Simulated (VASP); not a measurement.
# Co in VASP: notebook

Aim: see how the results for Co move with the level of theory and the settings. Levels: revPBE, BLYP, PW91, optB88-vdW. Tasks: relaxation of the atoms.

All numbers are computed with VASP 6.6.1; they aren't measurements. Logs are shortened: lines on timing, memory, paths and dates and some standing lists are left out, and cuts for length are marked.

### Step 1. The structure

The cell holds a sheet with vacuum, 1 atom: a = 2.347 Å, b = 2.347 Å, c = 23.800 Å, α = 90.00°, β = 90.00°, γ = 120.00°.

The cell was built by a generator and needn't be a form met in nature.

### Step 2. Relaxation of the atoms, revPBE, collinear spin, ferromagnetic start

INCAR

```
SYSTEM = Co
  PREC = Accurate
  ENCUT = 520
  EDIFF = 1E-7
  ISMEAR = -1
  SIGMA = 0.05
  LREAL = .FALSE.
  LASPH = .TRUE.
  NELM = 100
  ALGO = Normal
  ISIF = 2
  LWAVE = .FALSE.
  LCHARG = .FALSE.
  ISPIN = 2
  MAGMOM = 2
  LORBIT = 11
  LMAXMIX = 4
  LDIPOL = .TRUE.
  IDIPOL = 3
  DIPOL = 0.5 0.5 0.294
  GGA = RE
  IBRION = 2
  NSW = 60
  EDIFFG = -0.01
```

KPOINTS

```
regular mesh
0
G
  10 10 1
  0 0 0
```

POSCAR

```
Co
1.0
    2.3471500000      0.0000000000      0.0000000000
   -1.1735800000      2.0326900000      0.0000000000
    0.0000000000      0.0000000000     23.8000000000
Co
1
Selective dynamics
Direct
    0.0000000000      0.0000000000      0.2941200000  F F F
```

Potentials or basis: VASP PAW PBE potentials, release 64 (Co).

Launch:

```
$ cat potpaw_PBE.64/Co/POTCAR > POTCAR
$ mpirun -np 1 vasp_std > vasp.out
```

OUTCAR:

```text
SYSTEM = Co
   PREC = Accurate
   ENCUT = 520
   EDIFF = 1E-7
   ISMEAR = -1
   LREAL = .FALSE.
   LASPH = .TRUE.
   NELM = 100
   ISIF = 2
   ISPIN = 2
   LORBIT = 11
   GGA = RE
   IBRION = 2
   NSW = 60
   EDIFFG = -0.01

 ion  position               nearest neighbor table
   1  0.000  0.000  0.294-

  LATTYP: Found a hexagonal cell.
 ALAT       =     2.3471500000
 C/A-ratio  =    10.1399569691

  Lattice vectors:

 A1 = (   2.3471500000,   0.0000000000,   0.0000000000)
 A2 = (  -1.1735800000,   2.0326900000,   0.0000000000)
 A3 = (   0.0000000000,   0.0000000000,  23.8000000000)

Analysis of symmetry for initial positions (statically):
=====================================================================
 Subroutine PRICEL returns:
 Original cell was already a primitive cell.

 Routine SETGRP: Setting up the symmetry group for a
 hexagonal supercell.

 Subroutine GETGRP returns: Found 24 space group operations
 (whereof 12 operations were pure point group operations)
 out of a pool of 24 trial point group operations.

The static configuration has the point symmetry C_6v.
 The point group associated with its full space group is D_6h.

Analysis of symmetry for dynamics (positions and initial velocities):
=====================================================================
 Subroutine PRICEL returns:
 Original cell was already a primitive cell.

 Routine SETGRP: Setting up the symmetry group for a
 hexagonal supercell.

 Subroutine GETGRP returns: Found 24 space group operations
 (whereof 12 operations were pure point group operations)
 out of a pool of 24 trial point group operations.

The dynamic configuration has the point symmetry C_6v.
 The point group associated with its full space group is D_6h.

Analysis of constrained symmetry for selective dynamics:
=====================================================================
 Subroutine PRICEL returns:
 Original cell was already a primitive cell.

 Routine SETGRP: Setting up the symmetry group for a
 hexagonal supercell.

 Subroutine GETGRP returns: Found 24 space group operations
 (whereof 12 operations were pure point group operations)
 out of a pool of 24 trial point group operations.

The constrained configuration has the point symmetry C_6v.
 The point group associated with its full space group is D_6h.

Analysis of structural, dynamic, and magnetic symmetry:
=====================================================================
 Subroutine PRICEL returns:
 Original cell was already a primitive cell.

 Routine SETGRP: Setting up the symmetry group for a
 hexagonal supercell.

 Subroutine GETGRP returns: Found 24 space group operations
 (whereof 12 operations were pure point group operations)
 out of a pool of 24 trial point group operations.

The overall configuration has the point symmetry C_6v.
 The point group associated with its full space group is D_6h.

 Subroutine INISYM returns: Found 24 space group operations
 (whereof 12 operations are pure point group operations),
 and found     1 'primitive' translations

----------------------------------------------------------------------------------------

                                     Primitive cell

  volume of cell :     113.5505

  direct lattice vectors                    reciprocal lattice vectors
     2.347150000  0.000000000  0.000000000     0.426048612  0.245980514  0.000000000
    -1.173580000  2.032690000  0.000000000     0.000000000  0.491958931  0.000000000
     0.000000000  0.000000000 23.800000000     0.000000000  0.000000000  0.042016807

  length of vectors
     2.347150000  2.347151178 23.800000000     0.491959178  0.491958931  0.042016807

  position of ions in fractional coordinates (direct lattice)
     0.000000000  0.000000000  0.294120000

  ion indices of the primitive-cell ions
   primitive index   ion index
                 1           1

----------------------------------------------------------------------------------------

 KPOINTS: regular mesh

Automatic generation of k-mesh.
 Grid dimensions read from file:
 generate k-points for:   10   10    1

 Generating k-lattice:

  Cartesian coordinates                     Fractional coordinates (reciprocal lattice)
     0.042604861  0.024598051  0.000000000     0.100000000 -0.000000000  0.000000000
     0.000000000  0.049195893  0.000000000     0.000000000  0.100000000  0.000000000
     0.000000000  0.000000000  0.042016807     0.000000000  0.000000000  1.000000000

  Length of vectors
     0.049195918  0.049195893  0.042016807

  Shift w.r.t. Gamma in fractional coordinates (k-lattice)
     0.000000000  0.000000000  0.000000000

 Subroutine IBZKPT returns following result:
 ===========================================

 Found     14 irreducible k-points:

 Following reciprocal coordinates:
            Coordinates               Weight
  0.000000  0.000000  0.000000      1.000000
  0.100000  0.000000  0.000000      6.000000
  0.200000  0.000000  0.000000      6.000000
[... 73 lines left out ...]

 Free energy of the ion-electron system (eV)
  ---------------------------------------------------
  ext. energy  EPLUGINS =         0.00000000
  ---------------------------------------------------
  free energy    TOTEN  =        -5.34074073 eV

  energy without entropy =       -5.32834000  energy(sigma->0) =       -5.33454036

 E-fermi :  -3.4482     XC(G=0):  -2.0401

 val. band max:       -3.4712681914   @ k =   0.2000   0.0000   0.0000
 cond. band min:      -3.4210731446   @ k =   0.3000   0.1000   0.0000
 fundamental gap:      0.0501950468
 Fermi energy:        -3.4481871485

 spin component 1

 k-point     1 :       0.0000    0.0000    0.0000
  band No.  band energies     occupation
      1      -9.8264      1.00000
      2      -6.3957      1.00000
      3      -5.8861      1.00000
      4      -5.8861      1.00000
      5      -4.6337      1.00000
      6      -4.6337      1.00000
      7      -3.1762      0.00432
      8       1.1170      0.00000
      9       1.5589      0.00000

 k-point     2 :       0.1000    0.0000    0.0000
  band No.  band energies     occupation
      1      -9.4212      1.00000
      2      -6.2671      1.00000
      3      -6.0231      1.00000
      4      -5.6914      1.00000
      5      -5.1675      1.00000
      6      -4.6734      1.00000
      7      -2.4148      0.00000
      8       1.4673      0.00000
      9       1.9350      0.00000
[... 121 lines left out ...]
 k-point    13 :       0.4000    0.2000    0.0000
  band No.  band energies     occupation
      1      -7.2421      1.00000
      2      -6.7345      1.00000
      3      -5.6229      1.00000
      4      -5.2008      1.00000
      5      -5.1952      1.00000
      6       1.7626      0.00000
      7       4.7971      0.00000
      8       7.0859      0.00000
      9       8.9687      0.00000

 k-point    14 :       0.3000    0.3000    0.0000
  band No.  band energies     occupation
      1      -6.5850      1.00000
      2      -6.4810      1.00000
      3      -5.9687      1.00000
      4      -5.9676      1.00000
      5      -5.1876      1.00000
      6       2.6583      0.00000
      7       6.2266      0.00000
      8       7.4434      0.00000
      9       7.4639      0.00000
 Fermi energy:        -3.4481871485

 spin component 2

 k-point     1 :       0.0000    0.0000    0.0000
  band No.  band energies     occupation
      1      -9.6058      1.00000
      2      -4.8337      1.00000
      3      -4.2626      1.00000
      4      -4.2626      1.00000
      5      -3.2586      0.02204
      6      -2.5165      0.00000
      7      -2.5164      0.00000
      8       1.0509      0.00000
      9       1.4217      0.00000

 k-point     2 :       0.1000    0.0000    0.0000
  band No.  band energies     occupation
      1      -9.1894      1.00000
      2      -4.6844      1.00000
      3      -4.4298      1.00000
      4      -4.0512      0.99999
      5      -3.7803      0.99870
      6      -2.5625      0.00000
      7      -1.8079      0.00000
      8       1.3979      0.00000
      9       1.8058      0.00000
[... 133 lines left out ...]
 k-point    14 :       0.3000    0.3000    0.0000
  band No.  band energies     occupation
      1      -5.3136      1.00000
      2      -4.7586      1.00000
      3      -4.7227      1.00000
      4      -4.1267      1.00000
      5      -3.0732      0.00055
      6       3.1981      0.00000
      7       6.6237      0.00000
      8       7.6680      0.00000
      9       7.9611      0.00000

------------------------ aborting loop because EDIFF is reached ----------------------------------------

 vacuum level on the upper side and lower side of the slab       (xc-potential included)        -0.113        -0.110

  FORCE on cell =-STRESS in cart. coord.  units (eV):
  Direction    XX          YY          ZZ          XY          YZ          ZX
  --------------------------------------------------------------------------------------
  -------------------------------------------------------------------------------------
  Total        0.2030091      0.2030088     -0.0007665     -0.0000005      0.0000000      0.0000000
  in kB        2.8644230      2.8644187     -0.0108151     -0.0000070      0.0000000      0.0000000
  external PRESSURE =       1.9060089 kB  Pullay stress =       0.0000000 kB

 VOLUME and BASIS-vectors are now :
 -----------------------------------------------------------------------------
  energy-cutoff  :      520.00
  volume of cell :      113.55
      direct lattice vectors                 reciprocal lattice vectors
     2.347150000  0.000000000  0.000000000     0.426048612  0.245980514  0.000000000
    -1.173580000  2.032690000  0.000000000     0.000000000  0.491958931  0.000000000
     0.000000000  0.000000000 23.800000000     0.000000000  0.000000000  0.042016807

 POSITION                                       TOTAL-FORCE (eV/Angst)
 -----------------------------------------------------------------------------------
      0.00000      0.00000      7.00006        -0.000000     -0.000000      0.000000
 -----------------------------------------------------------------------------------
    total drift:                                0.000000      0.000000     -0.000001

  FREE ENERGIE OF THE ION-ELECTRON SYSTEM (eV)
  ---------------------------------------------------
  free  energy   TOTEN  =        -5.3407407332 eV

  energy  without entropy=       -5.3283399963  energy(sigma->0) =       -5.33454036

 reached required accuracy - stopping structural energy minimisation

 vacuum level on the upper side and lower side of the slab         1.425         1.426

 total charge

# of ion       s       p       d       tot
------------------------------------------
    1        0.533   0.375   7.234   8.141

 magnetization (x)

# of ion       s       p       d       tot
------------------------------------------
    1       -0.002  -0.043   1.825   1.780
```

It took 88 s on 1 thread of Intel Xeon Platinum 8488C (Sapphire Rapids), shared host; peak memory 0.26 GiB.

What came out:

| Item | Value |
| --- | --- |
| Free energy | -5.3407 eV |
| Band gap on the k mesh | none (metal or under the smearing width) |
| Net moment | 1.74 μB per cell |
| Site moments | Co +1.78 μB |
| Valence electrons inside the program's atomic spheres | Co 8.14 |

Final structure:
```
Co
1.0
     2.34715    0.00000    0.00000
    -1.17358    2.03269    0.00000
     0.00000    0.00000   23.80000
Co
1
Direct
  0.00000 0.00000 0.29412
```

Caveat: the relaxation stopped at its first step, so nothing moved; the PAW data sets were made with another functional, which shifts forces and pressure a little.

### Step 3. Relaxation of the atoms, BLYP, collinear spin, ferromagnetic start

Edit INCAR of step 2 so:

```diff
@@ -20,3 +20,7 @@
   DIPOL = 0.5 0.5 0.294
-  GGA = RE
+  GGA = B5
+  ALDAX = 1.0
+  AGGAX = 1.0
+  AGGAC = 1.0
+  ALDAC = 0.0
   IBRION = 2
```

KPOINTS is that of step 2.

POSCAR is that of step 2.

Potentials or basis: VASP PAW PBE potentials, release 64 (Co).

Launch:

```
$ cat potpaw_PBE.64/Co/POTCAR > POTCAR
$ mpirun -np 1 vasp_std > vasp.out
```

It took 2.7 min on 1 thread of Intel Xeon Platinum 8488C (Sapphire Rapids), shared host; peak memory 0.27 GiB.

Results (log left out):

```
Free energy                                           : -5.0615 eV
Band gap on the k mesh                                : none (metal or under the smearing width)
Net moment                                            : 1.71 μB per cell
Site moments                                          : Co +1.74 μB
Valence electrons inside the program's atomic spheres : Co 8.15
```

Final structure:
```
CELL_PARAMETERS angstrom
2.34715 0.00000 0.00000
-1.17358 2.03269 0.00000
0.00000 0.00000 23.80000
ATOMIC_POSITIONS crystal
Co 0.00000 0.00000 0.29412
```

Levels at points of the mesh, in eV from the Fermi level:
Spin up:
| k point | band 2 | band 3 | band 4 | band 5 | band 6 | band 7 | band 8 | band 9 |
| --- | --- | --- | --- | --- | --- | --- | --- | --- |
| (0.00, 0.00, 0.00) | -2.83 | -2.33 | -2.33 | -1.05 | -1.05 | 0.31 | 4.69 | 5.09 |
| (0.50, 0.00, 0.00) | -3.48 | -1.60 | -1.46 | -0.01 | 2.82 | 7.78 | 9.15 | 11.59 |
Spin down:
| k point | band 1 | band 2 | band 3 | band 4 | band 5 | band 6 | band 7 | band 8 |
| --- | --- | --- | --- | --- | --- | --- | --- | --- |
| (0.00, 0.00, 0.00) | -5.95 | -1.40 | -0.81 | -0.81 | 0.34 | 0.96 | 0.96 | 4.68 |
| (0.50, 0.00, 0.00) | -3.39 | -1.94 | 0.27 | 0.49 | 1.74 | 2.84 | 8.49 | 9.35 |

Caveat: the relaxation stopped at its first step, so nothing moved; the PAW data sets were made with another functional, which shifts forces and pressure a little.

### Step 4. Relaxation of the atoms, PW91, collinear spin, ferromagnetic start

Edit INCAR of step 3 so:

```diff
@@ -20,7 +20,3 @@
   DIPOL = 0.5 0.5 0.294
-  GGA = B5
-  ALDAX = 1.0
-  AGGAX = 1.0
-  AGGAC = 1.0
-  ALDAC = 0.0
+  GGA = 91
   IBRION = 2
```

KPOINTS is that of step 3.

POSCAR is that of step 3.

Launch:

```
$ cat potpaw_PBE.64/Co/POTCAR > POTCAR
$ mpirun -np 1 vasp_std > vasp.out
```

It took 2.2 min on 1 thread of Intel Xeon Platinum 8488C (Sapphire Rapids), shared host; peak memory 0.26 GiB.

It converged, with:

| Item | Value |
| --- | --- |
| Free energy | -5.6334 eV |
| Band gap on the k mesh | none (metal or under the smearing width) |
| Net moment | 1.70 μB per cell |
| Site moments | Co +1.73 μB |
| Valence electrons inside the program's atomic spheres | Co 8.14 |

Final structure:
```cif
data_structure
_symmetry_space_group_name_H-M 'P 1'
_symmetry_Int_Tables_number 1
_cell_length_a 2.3472
_cell_length_b 2.3472
_cell_length_c 23.8000
_cell_angle_alpha 90.000
_cell_angle_beta 90.000
_cell_angle_gamma 120.000
_cell_volume 113.55
loop_
_atom_site_label
_atom_site_type_symbol
_atom_site_fract_x
_atom_site_fract_y
_atom_site_fract_z
_atom_site_occupancy
Co1 Co 0.00000 0.00000 0.29412 1
```

Levels at points of the mesh, in eV from the Fermi level:
Spin up:
| k point | band 3 | band 4 | band 5 | band 6 | band 7 | band 8 |
| --- | --- | --- | --- | --- | --- | --- |
| (0.00, 0.00, 0.00) | -2.31 | -2.31 | -1.00 | -1.00 | 0.31 | 4.76 |
| (0.50, 0.00, 0.00) | -1.57 | -1.41 | 0.02 | 2.67 | 7.83 | 9.23 |
Spin down:
| k point | band 1 | band 2 | band 3 | band 4 | band 5 | band 6 | band 7 | band 8 | band 9 |
| --- | --- | --- | --- | --- | --- | --- | --- | --- | --- |
| (0.00, 0.00, 0.00) | -6.00 | -1.39 | -0.83 | -0.83 | 0.32 | 0.93 | 0.93 | 4.67 | 5.16 |
| (0.50, 0.00, 0.00) | -3.41 | -1.97 | 0.28 | 0.46 | 1.71 | 2.73 | 8.51 | 9.39 | 11.65 |

Caveat: the relaxation stopped at its first step, so nothing moved; the PAW data sets were made with another functional, which shifts forces and pressure a little.

### Step 5. Relaxation of the atoms, optB88-vdW, collinear spin, ferromagnetic start

Edit INCAR of step 4 so:

```diff
@@ -20,3 +20,7 @@
   DIPOL = 0.5 0.5 0.294
-  GGA = 91
+  GGA = BO
+  LUSE_VDW = .TRUE.
+  AGGAC = 0.0
+  PARAM1 = 0.1833333333
+  PARAM2 = 0.22
   IBRION = 2
```

KPOINTS is that of step 4.

POSCAR is that of step 4.

Launch:

```
$ cat potpaw_PBE.64/Co/POTCAR > POTCAR
$ mpirun -np 1 vasp_std > vasp.out
```

Run time: 10 min. Hardware: 1 thread of Intel Xeon Platinum 8488C (Sapphire Rapids), shared host; peak memory 0.59 GiB.

It converged, with:

- Free energy: -2.9068 eV
- Band gap on the k mesh: none (metal or under the smearing width)
- Net moment: 1.70 μB per cell
- Site moments: Co +1.73 μB
- Valence electrons inside the program's atomic spheres: Co 8.14

Final structure:
```xyz
1
Lattice="2.3472 0.0000 0.0000 -1.1736 2.0327 0.0000 0.0000 0.0000 23.8000" Properties=species:S:1:pos:R:3 pbc="T T T"
Co    0.0000    0.0000    7.0001
```

Levels at points of the mesh, in eV from the Fermi level:
Spin up:
```tsv
k point	band 2	band 3	band 4	band 5	band 6	band 7	band 8	band 9
(0.00, 0.00, 0.00)	-2.80	-2.30	-2.30	-1.01	-1.01	0.30	3.02	3.08
(0.50, 0.00, 0.00)	-3.44	-1.57	-1.42	0.02	2.79	7.78	9.22	11.52
```
Spin down:
```tsv
k point	band 2	band 3	band 4	band 5	band 6	band 7
(0.00, 0.00, 0.00)	-1.39	-0.82	-0.82	0.32	0.94	0.94
(0.50, 0.00, 0.00)	-1.94	0.28	0.47	1.71	2.83	8.47
```

Caveat: the relaxation stopped at its first step, so nothing moved; the PAW data sets were made with another functional, which shifts forces and pressure a little.

### Step 6. The reference run

An earlier run on the cell as given: functional PBE; potentials or basis VASP PAW PBE potentials, release 64 (Co); cutoff 520 eV; k mesh 13 × 13 × 1; occupations fermi-dirac, width 0.05 eV; collinear spin, ferromagnetic start; starting moments [2.0] μB.

- Band gap on the k mesh: none (metal or under the smearing width)
- Net moment: 1.72 μB per cell
- Site moments: Co +1.77 μB
- Valence electrons inside the program's atomic spheres: Co 8.14
- Work function of the upper face: 5.19 eV
- Work function of the lower face: 5.19 eV

### Step 7. The runs side by side

```csv
task,level,cell,k mesh,atoms held fixed (from 0),gap on the mesh (eV),moment (μB)
relaxation of the atoms,revPBE,atoms relaxed,10 × 10 × 1,[0],none,1.74
relaxation of the atoms,BLYP,atoms relaxed,10 × 10 × 1,[0],none,1.71
relaxation of the atoms,PW91,atoms relaxed,10 × 10 × 1,[0],none,1.70
relaxation of the atoms,optB88-vdW,atoms relaxed,10 × 10 × 1,[0],none,1.70
single point,PBE,as given,13 × 13 × 1,-,none,1.72
```

Alike in all rows: potentials or basis VASP PAW PBE potentials, release 64 (Co); spin collinear, ferromagnetic start; cutoff (eV) 520; smearing fermi-dirac 0.05 eV.

Caveats: the relaxation stopped at its first step, so nothing moved (some runs); the PAW data sets were made with another functional, which shifts forces and pressure a little (some runs).

Absolute energies hang on the potentials; compare differences alone.
